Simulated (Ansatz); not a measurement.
La, a known structure type with other elements, at an estimated volume

```
CELL_PARAMETERS angstrom
-2.09521 2.09521 2.09521
2.09521 -2.09521 2.09521
2.09521 2.09521 -2.09521
ATOMIC_POSITIONS crystal
La 0.00000 0.00000 0.00000
```

Single point in Ansatz 0.2.0 with PBE, no spin polarisation. Cutoff 420 eV, PAW datasets, 11×11×11 Γ-centred k mesh, fermi-dirac filling (width 0.1 eV).

- Stress: The pressure is 0.8 GPa (compression positive), so with the atoms held at these fractions the cell would first expand.
- Electronic structure: It is a metal, with about 2.7 states/eV a cell as the mean within 0.25 eV of the Fermi level, mostly La d (87 %).
- Contacts: La–La at 3.63 Å: least valence density 0.10 e/Å³ and ELF 0.09 there. These are pseudo-fields; inside the PAW spheres they differ from the all-electron ones.

Origin: a known structure type with other elements, at an estimated volume, so it need not be a known compound. Caveats: many states at the Fermi level without spin polarisation, so a magnetic state may lie lower; f levels without a U or exact exchange are poorly placed.
